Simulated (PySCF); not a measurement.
Continuum solvent and chemical shifts

Bonds (- single, = double, # triple, : aromatic): N1-C2 1.370 Å, C2-N3 1.371 Å, C2=O4 1.215 Å. N1 carries H5, H6; N3 carries H7, H8.

GIAO PBE0/pcSseg-1 in PySCF 2.14 on one PBE0-D3(BJ)/def2-SVP conformer, non-relativistic, equivalent nuclei averaged. Solvents enter as an IEF-PCM continuum (cyclohexane with ε = 2.0, chloroform with ε = 4.7, acetonitrile with ε = 35.7) around the gas-phase geometry. Shifts are referred to TMS computed in the same medium.

Gas phase, δ in ppm: C2 153.5, H5/H6/H7/H8 3.25. Dipole moment 4.45 D.

(1) How does each δ change in the continuum?

(2) Which nuclei move most (in ppm), and what does the model miss?

Results:

(1) 
```csv
atoms,environment,"Δδ, cyclohexane","Δδ, chloroform","Δδ, acetonitrile"
C2,urea carbonyl carbon,+7.5,+9.3,+10.8
H5/H6/H7/H8,hydrogen on an amide-type nitrogen,+0.19,+0.40,+0.57
```

Changes are relative to the gas phase. The dipole moment becomes 4.29 D in cyclohexane, 4.61 D in chloroform, 4.89 D in acetonitrile.

(2) C2 (urea carbonyl carbon, +10.8 ppm) in acetonitrile. A continuum only polarises the solute; specific hydrogen bonds, the anisotropy of aromatic solvents and changes of geometry or conformer are outside it.
